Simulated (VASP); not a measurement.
VASP 6.6.1, PBE single-point calculation, LiH (strained rocksalt)

INCAR

```
ISMEAR = -1
NBANDS = 9
IBRION = -1
PREC = Accurate
LELF = .TRUE.
GGA = PE
LREAL = .FALSE.
NSW = 0
ISIF = 2
LWAVE = .FALSE.
LASPH = .TRUE.
ENCUT = 520
SIGMA = 0.02
EDIFF = 1E-7
LCHARG = .TRUE.
NELM = 120
```

KPOINTS

```
KPOINTS created by Atomic Simulation Environment
0
Gamma
10 10 10
0 0 0
```

KPOINTS_OPT

```
special points
7
Reciprocal
0.0000000000 0.0000000000 0.0000000000 1
0.5000000000 0.0000000000 0.5000000000 1
0.6250000000 0.2500000000 0.6250000000 1
0.3750000000 0.3750000000 0.7500000000 1
0.5000000000 0.5000000000 0.5000000000 1
0.5000000000 0.2500000000 0.7500000000 1
0.0000000000 0.5000000000 0.5000000000 1
```

POSCAR

```
Li H
 1.0000000000000000
     0.0135630404000000    1.9965279331000001    1.9965279331000001
     1.9965279331000001    0.0135630404000000    1.9965279331000001
     1.9965279331000001    1.9965279331000001    0.0135630404000000
 Li  H
   1   1
Cartesian
  0.0000000000000000  0.0000000000000000  0.0000000000000000
  2.0033094533000000  2.0033094533000000  2.0033094533000000
```

VASP ran with the recommended PBE PAW datasets (4 valence electrons in the cell).

Command

```
mpirun -np 1 vasp_std
```

From OUTCAR

```
k-points           NKPTS =    116   k-points in BZ     NKDIM =    116   number of bands    NBANDS=      9

   NELECT =       4.0000    total number of electrons

   dimension x,y,z NGX =    24 NGY =   24 NGZ =   24
   dimension x,y,z NGXF=    48 NGYF=   48 NGZF=   48

  energy-cutoff  :      520.00
  volume of cell :       15.75
      direct lattice vectors                 reciprocal lattice vectors
     0.013563040  1.996527933  1.996527933    -0.253001241  0.251294122  0.251294122
     1.996527933  0.013563040  1.996527933     0.251294122 -0.253001241  0.251294122
     1.996527933  1.996527933  0.013563040     0.251294122  0.251294122 -0.253001241

 k-points in reciprocal lattice and weights: KPOINTS created by Atomic Simulation Env
   0.00000000  0.00000000  0.00000000       0.001
   0.10000000 -0.00000000 -0.00000000       0.006
   0.20000000 -0.00000000 -0.00000000       0.006
   0.30000000  0.00000000  0.00000000       0.006
   0.40000000  0.00000000  0.00000000       0.006
   0.50000000  0.00000000  0.00000000       0.003
   0.10000000  0.10000000 -0.00000000       0.006
   0.20000000  0.10000000 -0.00000000       0.012
   ...

 E-fermi :   0.6811

 k-point     1 :       0.0000    0.0000    0.0000
  band No.  band energies     occupation
      1     -44.0769      2.00000
      2      -5.3221      2.00000
      3      16.5688      0.00000
      4      18.1032      0.00000
      5      18.4110      0.00000
      6      18.4110      0.00000
      7      22.8240      0.00000
      8      23.1910      0.00000
      9      23.1910      0.00000

 k-point     2 :       0.1000   -0.0000   -0.0000
  band No.  band energies     occupation
      1     -44.0722      2.00000
      2      -5.1429      2.00000
      3      15.0873      0.00000
      4      17.3326      0.00000
      5      17.7458      0.00000
      6      18.0008      0.00000
      7      22.4891      0.00000
      8      23.7262      0.00000
      9      24.0571      0.00000

 k-point     3 :       0.2000   -0.0000   -0.0000
  band No.  band energies     occupation
      1     -44.0594      2.00000
      2      -4.6183      2.00000
      3      11.7711      0.00000
      4      16.0114      0.00000
      5      17.1267      0.00000
      6      17.3393      0.00000
      7      23.3310      0.00000
      8      23.6511      0.00000
      9      23.7391      0.00000

 k-point     4 :       0.3000    0.0000    0.0000
  band No.  band energies     occupation
      1     -44.0437      2.00000
      2      -3.8101      2.00000
      3       8.5600      0.00000
      4      14.9383      0.00000
      5      16.7581      0.00000
      6      16.9308      0.00000
      7      21.5277      0.00000
      8      21.6357      0.00000
      9      24.9166      0.00000

 k-point     5 :       0.4000    0.0000    0.0000
  band No.  band energies     occupation
      1     -44.0309      2.00000
      2      -2.9201      2.00000
      3       6.1553      0.00000
      4      14.2387      0.00000
      5      16.7237      0.00000
      6      16.8531      0.00000
      7      19.9704      0.00000
      8      20.1210      0.00000
      9      26.7873      0.00000

 k-point     6 :       0.5000    0.0000    0.0000
  band No.  band energies     occupation
      1     -44.0260      2.00000
      2      -2.4731      2.00000
      3       5.1954      0.00000
      4      13.9973      0.00000
      5      16.8036      0.00000
      6      16.9057      0.00000
      7      19.3528      0.00000
      8      19.5309      0.00000
      9      27.8789      0.00000

 k-point     7 :       0.1000    0.1000   -0.0000
  band No.  band energies     occupation
      1     -44.0707      2.00000
      2      -5.0819      2.00000
      3      15.2517      0.00000
      4      16.5336      0.00000
      5      16.7483      0.00000
      6      19.1110      0.00000
      7      20.3399      0.00000
      8      25.2359      0.00000
      9      25.4775      0.00000

 k-point     8 :       0.2000    0.1000   -0.0000
  band No.  band energies     occupation
      1     -44.0606      2.00000
      2      -4.6644      2.00000
      3      12.8835      0.00000
      4      15.2463      0.00000
      5      15.5464      0.00000
      6      18.8299      0.00000
      7      20.6777      0.00000
      8      24.0823      0.00000
      9      26.5553      0.00000

 k-point     9 :       0.3000    0.1000   -0.0000
  band No.  band energies     occupation
      1     -44.0460      2.00000
      2      -3.9297      2.00000
      3       9.6125      0.00000
      4      14.0031      0.00000
      5      14.9462      0.00000
      6      18.0162      0.00000
      7      22.1815      0.00000
      8      23.1713      0.00000
      9      24.7209      0.00000

 k-point    10 :       0.4000    0.1000    0.0000
  band No.  band energies     occupation
      1     -44.0322      2.00000
      2      -3.0124      2.00000
      3       6.8824      0.00000
      4      13.0649      0.00000
      5      14.8707      0.00000
      6      17.1210      0.00000
      7      21.8277      0.00000
      8      22.8340      0.00000
      9      25.3157      0.00000

 k-point    11 :       0.5000    0.1000    0.0000
  band No.  band energies     occupation
      1     -44.0247      2.00000
      2      -2.3233      2.00000
      3       5.3463      0.00000
      4      12.5230      0.00000
      5      15.3079      0.00000
      6      16.3883      0.00000
      7      21.4423      0.00000
      8      21.9619      0.00000
      9      27.5662      0.00000

 k-point    12 :      -0.4000    0.1000    0.0000
  band No.  band energies     occupation
      1     -44.0262      2.00000
      2      -2.4866      2.00000
      3       5.6831      0.00000
      4      12.4032      0.00000
      5      16.0004      0.00000
      6      16.2347      0.00000
      7      20.6656      0.00000
      8      22.7194      0.00000
      9      27.2853      0.00000

 k-point    13 :      -0.3000    0.1000   -0.0000
  band No.  band energies     occupation
      1     -44.0362      2.00000
      2      -3.3242      2.00000
      3       7.7091      0.00000
      4      12.6871      0.00000
      5      16.1063      0.00000
      6      17.4525      0.00000
      7      20.5933      0.00000
      8      24.0156      0.00000
      9      25.2575      0.00000

 k-point    14 :      -0.2000    0.1000   -0.0000
  band No.  band energies     occupation
      1     -44.0509      2.00000
      2      -4.2072      2.00000
      3      10.7160      0.00000
      4      13.3508      0.00000
      5      16.6528      0.00000
      6      18.4878      0.00000
      7      21.5933      0.00000
      8      23.3660      0.00000
      9      25.4900      0.00000

 k-point    15 :      -0.1000    0.1000    0.0000
  band No.  band energies     occupation
      1     -44.0647      2.00000
      2      -4.8434      2.00000
      3      13.7827      0.00000
      4      14.7639      0.00000
      5      17.3728      0.00000
      6      18.6908      0.00000
      7      22.2749      0.00000
      8      23.7041      0.00000
      9      23.8394      0.00000

 k-point    16 :       0.2000    0.2000   -0.0000
  band No.  band energies     occupation
      1     -44.0540      2.00000
      2      -4.3442      2.00000
      3      12.5493      0.00000
      4      14.2251      0.00000
      5      14.4479      0.00000
      6      17.7082      0.00000
      7      18.6438      0.00000
      8      25.7778      0.00000
      9      29.0056      0.00000

 k-point    17 :       0.3000    0.2000    0.0000
  band No.  band energies     occupation
      1     -44.0422      2.00000
      2      -3.6797      2.00000
      3      10.2520      0.00000
      4      12.6514      0.00000
      5      13.4446      0.00000
      6      17.7076      0.00000
      7      18.8435      0.00000
      8      26.2420      0.00000
      9      28.4602      0.00000

 k-point    18 :       0.4000    0.2000    0.0000
  band No.  band energies     occupation
      1     -44.0295      2.00000
      2      -2.7584      2.00000
      3       7.6035      0.00000
      4      11.0624      0.00000
      5      13.1877      0.00000
      6      17.1102      0.00000
      7      21.1151      0.00000
      8      26.2898      0.00000
      9      26.5205      0.00000

 k-point    19 :       0.5000    0.2000    0.0000
  band No.  band energies     occupation
      1     -44.0210      2.00000
      2      -1.8846      2.00000
      3       5.6852      0.00000
      4      10.0617      0.00000
      5      13.4741      0.00000
      6      16.5158      0.00000
      7      23.6997      0.00000
      8      24.8926      0.00000
      9      27.0726      0.00000

 ...

  Total        0.0508378      0.0508378      0.0508378     -0.0336685     -0.0336685     -0.0336685
  in kB        5.1699853      5.1699853      5.1699853     -3.4239375     -3.4239375     -3.4239375
  external PRESSURE =       5.1699853 kB  Pullay stress =       0.0000000 kB

 POSITION                                       TOTAL-FORCE (eV/Angst)
 -----------------------------------------------------------------------------------
      0.00000      0.00000      0.00000         0.000000      0.000000      0.000000
      2.00331      2.00331      2.00331         0.000000     -0.000000     -0.000000
 -----------------------------------------------------------------------------------
    total drift:                                0.000000     -0.000000     -0.000000

  FREE ENERGIE OF THE ION-ELECTRON SYSTEM (eV)
  ---------------------------------------------------
  free  energy   TOTEN  =        -6.1259335346 eV

  energy  without entropy=       -6.1259335346  energy(sigma->0) =       -6.12593353
```

```
gap between bands v and c : 2.96 eV
least direct gap          : 2.96 eV
pressure                  : 0.5 GPa
```

Band v is the last that the valence electrons fill when counted band by band, and c is the next.

The run took about 8.9 s on one core of a shared host (Intel Xeon Platinum 8488C) and held 0.14 GiB at most.
